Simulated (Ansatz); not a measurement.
## Mo under changes of volume

One of the cells (15.892 Å³/atom); the others are scaled copies at fixed shape and fractional positions:

```
CELL_PARAMETERS angstrom
-1.58381 1.58381 1.58381
1.58381 -1.58381 1.58381
1.58381 1.58381 -1.58381
ATOMIC_POSITIONS crystal
Mo 0.00000 0.00000 0.00000
```

```yaml
Program: Ansatz 0.2.0
Functional: LDA
Potentials_or_basis: Ansatz PAW
Cutoff: "420 eV (not typed: the program's choice for these potentials)"
k_mesh: 12 × 12 × 12
Occupations: fermi-dirac, width 0.05 eV
Spin: no spin polarisation
```

```tsv
volume (Å³/atom)	energy over the lowest point (meV/atom)	pressure (GPa)
14.938	0.00	2.4
15.256	1.52	-3.8
15.574	14.64	-9.3
15.892	38.10	-14.2
16.209	70.80	-18.6
16.527	111.78	-22.6
16.845	?	?
```

Q: What does the run at 16.845 Å³/atom give?

A: Energy over the lowest point 160.13 meV/atom; pressure -26.1 GPa.

Worked out: A Birch-Murnaghan fit of order 3 (a polynomial in V^(-2/3)) to the other rows has its minimum at 15.06 Å³/atom with B0 = V·E''(V) = 297 GPa and B' = 4.4. It gives 160.20 meV/atom at 16.845 Å³/atom, against the run's 160.13, and -dE/dV = -26.1 GPa, against -26.1.

Energies are extrapolated to zero smearing.

Caveats: the PAW data sets come from PBE, with cores solved anew for the run's functional, which leaves a small shift of forces and pressure.
